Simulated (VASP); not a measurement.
# B (Pm-3m) in VASP: settings compared, part 2 of 2

VASP 6.6.1. Earlier steps stand in the parts before.

### Step 3. Band structure, RPBE

The input, INCAR:

```
  PREC = Accurate
  ENCUT = 520
  EDIFF = 1E-6
  ISMEAR = -1
  SIGMA = 0.05
  LREAL = False
  LASPH = True
  NELM = 100
  ALGO = Fast
  ISIF = 2
  LWAVE = False
  LCHARG = False
  GGA = RP
```

The input, KPOINTS:

```
regular mesh
0
Gamma
  14 14 14
```

The input, POSCAR:

```
B
1.0
    1.8852400000      0.0000000000      0.0000000000
    0.0000000000      1.8852400000      0.0000000000
    0.0000000000      0.0000000000      1.8852400000
B
1
Direct
    0.5000000000      0.5000000000      0.5000000000
```

The input, KPOINTS_OPT:

```
path GXMGRX,MR
20
line-mode
reciprocal
 0.0000000000  0.0000000000  0.0000000000  G
 0.0000000000  0.5000000000  0.0000000000  X

 0.0000000000  0.5000000000  0.0000000000  X
 0.5000000000  0.5000000000  0.0000000000  M

 0.5000000000  0.5000000000  0.0000000000  M
 0.0000000000  0.0000000000  0.0000000000  G

 0.0000000000  0.0000000000  0.0000000000  G
 0.5000000000  0.5000000000  0.5000000000  R

 0.5000000000  0.5000000000  0.5000000000  R
 0.0000000000  0.5000000000  0.0000000000  X

 0.5000000000  0.5000000000  0.0000000000  M
 0.5000000000  0.5000000000  0.5000000000  R
```

Potentials or basis: VASP PAW PBE potentials, release 64 (B).

Command:

```console
> cat potpaw_PBE.64/B/POTCAR > POTCAR
> mpirun -np 1 vasp_std > vasp.out
```

OUTCAR:

```text
PREC = Accurate
   ENCUT = 520
   EDIFF = 1E-6
   ISMEAR = -1
   LREAL = False
   LASPH = True
   NELM = 100
   ISIF = 2
   GGA = RP

 ion  position               nearest neighbor table
   1  0.500  0.500  0.500-

  LATTYP: Found a simple cubic cell.
 ALAT       =     1.8852400000

  Lattice vectors:

 A1 = (   1.8852400000,   0.0000000000,   0.0000000000)
 A2 = (   0.0000000000,   1.8852400000,   0.0000000000)
 A3 = (   0.0000000000,   0.0000000000,   1.8852400000)

Analysis of symmetry for initial positions (statically):
=====================================================================
 Subroutine PRICEL returns:
 Original cell was already a primitive cell.

 Routine SETGRP: Setting up the symmetry group for a
 simple cubic supercell.

 Subroutine GETGRP returns: Found 48 space group operations
 (whereof 48 operations were pure point group operations)
 out of a pool of 48 trial point group operations.

The static configuration has the point symmetry O_h .

Analysis of symmetry for dynamics (positions and initial velocities):
=====================================================================
 Subroutine PRICEL returns:
 Original cell was already a primitive cell.

 Routine SETGRP: Setting up the symmetry group for a
 simple cubic supercell.

 Subroutine GETGRP returns: Found 48 space group operations
 (whereof 48 operations were pure point group operations)
 out of a pool of 48 trial point group operations.

The dynamic configuration has the point symmetry O_h .

 Subroutine INISYM returns: Found 48 space group operations
 (whereof 48 operations are pure point group operations),
 and found     1 'primitive' translations

----------------------------------------------------------------------------------------

                                     Primitive cell

  volume of cell :       6.7004

  direct lattice vectors                    reciprocal lattice vectors
     1.885240000  0.000000000  0.000000000     0.530436443  0.000000000  0.000000000
     0.000000000  1.885240000  0.000000000     0.000000000  0.530436443  0.000000000
     0.000000000  0.000000000  1.885240000     0.000000000  0.000000000  0.530436443

  length of vectors
     1.885240000  1.885240000  1.885240000     0.530436443  0.530436443  0.530436443

  position of ions in fractional coordinates (direct lattice)
     0.500000000  0.500000000  0.500000000

  ion indices of the primitive-cell ions
   primitive index   ion index
                 1           1

----------------------------------------------------------------------------------------

 KPOINTS: regular mesh

Automatic generation of k-mesh.
 Grid dimensions read from file:
 generate k-points for:   14   14   14

 Generating k-lattice:

  Cartesian coordinates                     Fractional coordinates (reciprocal lattice)
     0.037888317  0.000000000  0.000000000     0.071428571  0.000000000  0.000000000
     0.000000000  0.037888317  0.000000000     0.000000000  0.071428571  0.000000000
     0.000000000  0.000000000  0.037888317     0.000000000  0.000000000  0.071428571

  Length of vectors
     0.037888317  0.037888317  0.037888317

  Shift w.r.t. Gamma in fractional coordinates (k-lattice)
     0.000000000  0.000000000  0.000000000

 Subroutine IBZKPT returns following result:
 ===========================================

 Found    120 irreducible k-points:

 Following reciprocal coordinates:
            Coordinates               Weight
  0.000000  0.000000  0.000000      1.000000
  0.071429  0.000000  0.000000      6.000000
  0.142857  0.000000  0.000000      6.000000
  0.214286  0.000000  0.000000      6.000000
  0.285714  0.000000  0.000000      6.000000
  0.357143  0.000000  0.000000      6.000000
[... 16 lines left out ...]
  0.285714  0.214286  0.000000     24.000000
  0.357143  0.214286  0.000000     24.000000
 [... further k-points ...]
   k-points           NKPTS =    120   k-points in BZ     NKDIM =    120   number of bands    NBANDS=      5
   number of dos      NEDOS =    301   number of ions     NIONS =      1
   total plane-waves  NPLWV =   2744
   dimension x,y,z NGX =    14 NGY =   14 NGZ =   14
   dimension x,y,z NGXF=    28 NGYF=   28 NGZF=   28
   ions per type =               1
   NGX,Y,Z   is equivalent  to a cutoff of  12.35, 12.35, 12.35 a.u.
   NGXF,Y,Z  is equivalent  to a cutoff of  24.69, 24.69, 24.69 a.u.
 SYSTEM =  unknown system
   PREC   = accura    normal or accurate (medium, high low for compatibility)
   ISTART =      0    job   : 0-new  1-cont  2-samecut
   ICHARG =      2    charge: 1-file 2-atom 10-const
   ISPIN  =      1    spin polarized calculation?
   LNONCOLLINEAR =      F non collinear calculations
   LSORBIT =      F    spin-orbit coupling
   LASPH  =      T    aspherical Exc in radial PAW
   ENCUT  =  520.0 eV  38.22 Ry    6.18 a.u.   3.51  3.51  3.51*2*pi/ulx,y,z
   NELM   =    100;   NELMIN=  2; NELMDL= -5     # of ELM steps
   EDIFF  = 0.1E-05   stopping-criterion for ELM
   LREAL  =      F    real-space projection
   EDIFFG = 0.1E-04   stopping-criterion for IOM
   NSW    =      0    number of steps for IOM
   IBRION =     -1    ionic relax: 0-MD 1-quasi-New 2-CG
   NFREE  =      0    steps in history (QN), initial steepest desc. (CG)
   ISIF   =      2    stress and relaxation
   ISYM   =      2    0-nonsym 1-usesym 2-fastsym
   POTIM  = 0.5000    time-step for ionic-motion
   TEBEG  =    0.0;   TEEND  =   0.0 temperature during run
   PSTRESS=    0.0 pullay stress
   NELECT =       3.0000    total number of electrons
   NUPDOWN=      -1.0000    fix difference up-down
   EMIN   =  10.00;   EMAX   =-10.00  energy-range for DOS
   EFERMI =   0.00;   METHOD = LEGACY
   ISMEAR =    -1;   SIGMA  =   0.05  broadening in eV -4-tet -1-fermi 0-gaus
   EFERMI_NEDOS =   21; number of points for ismear=-14 and -15
   IALGO  =     68    algorithm
   IMIX   =      4    mixing-type and parameters
     AMIX     =   0.40;   BMIX     =  1.00
     AMIX_MAG =   1.60;   BMIX_MAG =  1.00
  volume/ion in A,a.u.               =       6.70        45.22
  Fermi-wavevector in a.u.,A,eV,Ry     =   1.252416  2.366723 21.341361  1.568546
  Thomas-Fermi vector in A             =   2.386317
   LORBIT       =      0    0 simple, 1 ext, 2 COOP (PROOUT), +10 PAW based schemes
   GGA     = RP    functional components
   LHFCALC =     F    Hartree Fock is set to
   AEXX    =    0.0000 exact exchange contribution
   IVDW    =     0    specifies the selected vdW correction
   LEPSILON=     F    determine dielectric tensor
   LRPA    =     F    only Hartree local field effects (RPA)
 non-spin polarized calculation
 RMM-DIIS sequential band-by-band and
  energy-cutoff  :      520.00
  volume of cell :        6.70
 maximum number of plane-waves:       192
   NGX =  7   NGY =  7   NGZ =  7

 number of electron       3.0000000 magnetization

 Free energy of the ion-electron system (eV)
  ---------------------------------------------------
  ext. energy  EPLUGINS =         0.00000000
  ---------------------------------------------------
  free energy    TOTEN  =        -5.30779286 eV

  energy without entropy =       -5.30310818  energy(sigma->0) =       -5.30545052

 E-fermi :   7.0870     XC(G=0): -12.3779

 val. band max:        7.0208737214   @ k =   0.4286   0.2857   0.2857
 cond. band min:       7.1082385152   @ k =   0.3571   0.2143   0.1429
 fundamental gap:      0.0873647938
 Fermi energy:         7.0869554330

 k-point     1 :       0.0000    0.0000    0.0000
  band No.  band energies     occupation
      1      -8.7262      2.00000
      2      20.8388      0.00000
      3      20.8388      0.00000
      4      20.8388      0.00000
      5      31.0587      0.00000

 k-point     2 :       0.0714    0.0000    0.0000
  band No.  band energies     occupation
      1      -8.5521      2.00000
      2      19.1063      0.00000
      3      20.9852      0.00000
      4      20.9852      0.00000
      5      31.2610      0.00000
[... 169 lines left out ...]
 k-point    24 :       0.3571    0.2143    0.0000
  band No.  band energies     occupation
      1      -2.8610      2.00000
      2       6.5244      1.99997
      3      17.0987      0.00000
      4      24.9196      0.00000
      5      29.2892      0.00000

 [... further k-points ...]

------------------------ aborting loop because EDIFF is reached ----------------------------------------

  FORCE on cell =-STRESS in cart. coord.  units (eV):
  Direction    XX          YY          ZZ          XY          YZ          ZX
  --------------------------------------------------------------------------------------
  -------------------------------------------------------------------------------------
  Total        0.1642494      0.1642494      0.1642494     -0.0000000     -0.0000000      0.0000000
  in kB       39.2748363     39.2748363     39.2748363     -0.0000000     -0.0000000      0.0000000
  external PRESSURE =      39.2748363 kB  Pullay stress =       0.0000000 kB

 VOLUME and BASIS-vectors are now :
 -----------------------------------------------------------------------------
  energy-cutoff  :      520.00
  volume of cell :        6.70
      direct lattice vectors                 reciprocal lattice vectors
     1.885240000  0.000000000  0.000000000     0.530436443  0.000000000  0.000000000
     0.000000000  1.885240000  0.000000000     0.000000000  0.530436443  0.000000000
     0.000000000  0.000000000  1.885240000     0.000000000  0.000000000  0.530436443

 POSITION                                       TOTAL-FORCE (eV/Angst)
 -----------------------------------------------------------------------------------
      0.94262      0.94262      0.94262         0.000000      0.000000      0.000000
 -----------------------------------------------------------------------------------
    total drift:                                0.000000      0.000000     -0.000000

  FREE ENERGIE OF THE ION-ELECTRON SYSTEM (eV)
  ---------------------------------------------------
  free  energy   TOTEN  =        -5.3077928576 eV

  energy  without entropy=       -5.3031081784  energy(sigma->0) =       -5.30545052
```

Wall time 2.5 s (1 thread of Intel Xeon Platinum 8559C (Emerald Rapids), shared host); peak memory 0.11 GiB.

Results:

```
Free energy             : -5.3078 eV
Pressure                : 3.9 GPa
Band gap along the path : none (metal or under the smearing width)
```

Levels at the corners of the path, in eV from the Fermi level:
```csv
point,band 1,band 2,band 3,band 4
Γ,-15.81,13.75,13.75,13.75
X,-8.22,-6.25,17.67,17.67
X,-8.22,-6.25,17.67,17.67
M,-1.90,-1.90,4.28,8.13
M,-1.90,-1.90,4.28,8.13
Γ,-15.81,13.75,13.75,13.75
Γ,-15.81,13.75,13.75,13.75
R,3.50,3.50,3.50,16.53
R,3.50,3.50,3.50,16.53
X,-8.22,-6.25,17.67,17.67
M,-1.90,-1.90,4.28,8.13
R,3.50,3.50,3.50,16.53
```

Caveat: the PAW data sets were made with another functional, which shifts forces and pressure a little.

### Step 4. Band structure, revPBE

Edit INCAR of step 3 so:

```diff
@@ -12,2 +12,2 @@
   LCHARG = False
-  GGA = RP
+  GGA = RE
```

KPOINTS is that of step 3.

POSCAR is that of step 3.

KPOINTS_OPT is that of step 3.

Command:

```console
> cat potpaw_PBE.64/B/POTCAR > POTCAR
> mpirun -np 1 vasp_std > vasp.out
```

Wall time 2.4 s (1 thread of Intel Xeon Platinum 8559C (Emerald Rapids), shared host); peak memory 0.1 GiB.

It converged, with:

| Item | Value |
| --- | --- |
| Free energy | -5.3753 eV |
| Pressure | 3.2 GPa |
| Band gap along the path | none (metal or under the smearing width) |

Levels at the corners of the path, in eV from the Fermi level:
| point | band 1 | band 2 | band 3 | band 4 |
| --- | --- | --- | --- | --- |
| Γ | -15.80 | 13.73 | 13.73 | 13.73 |
| X | -8.21 | -6.23 | 17.64 | 17.64 |
| X | -8.21 | -6.23 | 17.64 | 17.64 |
| M | -1.90 | -1.90 | 4.29 | 8.14 |
| M | -1.90 | -1.90 | 4.29 | 8.14 |
| Γ | -15.80 | 13.73 | 13.73 | 13.73 |
| Γ | -15.80 | 13.73 | 13.73 | 13.73 |
| R | 3.49 | 3.49 | 3.49 | 16.55 |
| R | 3.49 | 3.49 | 3.49 | 16.55 |
| X | -8.21 | -6.23 | 17.64 | 17.64 |
| M | -1.90 | -1.90 | 4.29 | 8.14 |
| R | 3.49 | 3.49 | 3.49 | 16.55 |

Caveat: the PAW data sets were made with another functional, which shifts forces and pressure a little.

### Step 5. Band structure, BLYP

Edit INCAR of step 4 so:

```diff
@@ -12,2 +12,6 @@
   LCHARG = False
-  GGA = RE
+  GGA = B5
+  ALDAX = 1.0
+  AGGAX = 1.0
+  AGGAC = 1.0
+  ALDAC = 0.0
```

KPOINTS is that of step 4.

POSCAR is that of step 4.

KPOINTS_OPT is that of step 4.

Command:

```console
> cat potpaw_PBE.64/B/POTCAR > POTCAR
> mpirun -np 1 vasp_std > vasp.out
```

It took 3.3 s on 1 thread of Intel Xeon Platinum 8559C (Emerald Rapids), shared host; peak memory 0.11 GiB.

The run converged. Its results:

| Quantity | Value |
| --- | --- |
| Free energy | -4.8062 eV |
| Pressure | 8.2 GPa |
| Band gap along the path | none (metal or under the smearing width) |

Levels at the corners of the path, in eV from the Fermi level:
```
point  band 1  band 2  band 3  band 4  band 5
    Γ  -15.51   13.46   13.46   13.46   24.27
    X   -7.97   -6.12   17.19   17.19   30.42
    X   -7.97   -6.12   17.19   17.19   30.42
    M   -1.91   -1.91    4.24    8.88   20.25
    M   -1.91   -1.91    4.24    8.88   20.25
    Γ  -15.51   13.46   13.46   13.46   24.27
    Γ  -15.51   13.46   13.46   13.46   24.27
    R    3.29    3.29    3.29   17.08   17.08
    R    3.29    3.29    3.29   17.08   17.08
    X   -7.97   -6.12   17.19   17.19   30.42
    M   -1.91   -1.91    4.24    8.88   20.25
    R    3.29    3.29    3.29   17.08   17.08
```

Caveat: the PAW data sets were made with another functional, which shifts forces and pressure a little.

### Step 6. Band structure, AM05

Edit INCAR of step 5 so:

```diff
@@ -12,6 +12,2 @@
   LCHARG = False
-  GGA = B5
-  ALDAX = 1.0
-  AGGAX = 1.0
-  AGGAC = 1.0
-  ALDAC = 0.0
+  GGA = AM
```

KPOINTS is that of step 5.

POSCAR is that of step 5.

KPOINTS_OPT is that of step 5.

Potentials or basis: VASP PAW PBE potentials, release 64 (B).

Command:

```console
> cat potpaw_PBE.64/B/POTCAR > POTCAR
> mpirun -np 1 vasp_std > vasp.out
```

Run time: 2.5 s. Hardware: 1 thread of Intel Xeon Platinum 8559C (Emerald Rapids), shared host; peak memory 0.11 GiB.

Results (log left out):

```
Free energy             : -5.9396 eV
Pressure                : -3.9 GPa
Band gap along the path : none (metal or under the smearing width)
```

Levels at the corners of the path, in eV from the Fermi level:
```tsv
point	band 1	band 2	band 3	band 4	band 5
Γ	-15.76	13.68	13.68	13.68	24.06
X	-8.28	-6.12	17.58	17.58	29.81
X	-8.28	-6.12	17.58	17.58	29.81
M	-1.92	-1.92	4.47	7.97	20.76
M	-1.92	-1.92	4.47	7.97	20.76
Γ	-15.76	13.68	13.68	13.68	24.06
Γ	-15.76	13.68	13.68	13.68	24.06
R	3.50	3.50	3.50	16.49	16.49
R	3.50	3.50	3.50	16.49	16.49
X	-8.28	-6.12	17.58	17.58	29.81
M	-1.92	-1.92	4.47	7.97	20.76
R	3.50	3.50	3.50	16.49	16.49
```

Caveat: the PAW data sets were made with another functional, which shifts forces and pressure a little.

### Step 7. The runs side by side

```csv
level,pressure (GPa)
PBEsol,-2.2
RPBE,3.9
revPBE,3.2
BLYP,8.2
AM05,-3.9
```

Alike in all rows: task band structure; potentials or basis VASP PAW PBE potentials, release 64 (B); no spin polarisation; cell as given; k mesh 14 × 14 × 14; cutoff (eV) 520; smearing fermi-dirac 0.05 eV.

The pressure there spans -3.9 GPa (AM05) to 8.2 GPa (BLYP); a positive pressure means that this level wants a larger cell, a negative one a smaller.

Caveats: the PAW data sets were made with another functional, which shifts forces and pressure a little.

Total energies depend on the potentials used, so only differences within one code and one set of settings carry meaning.
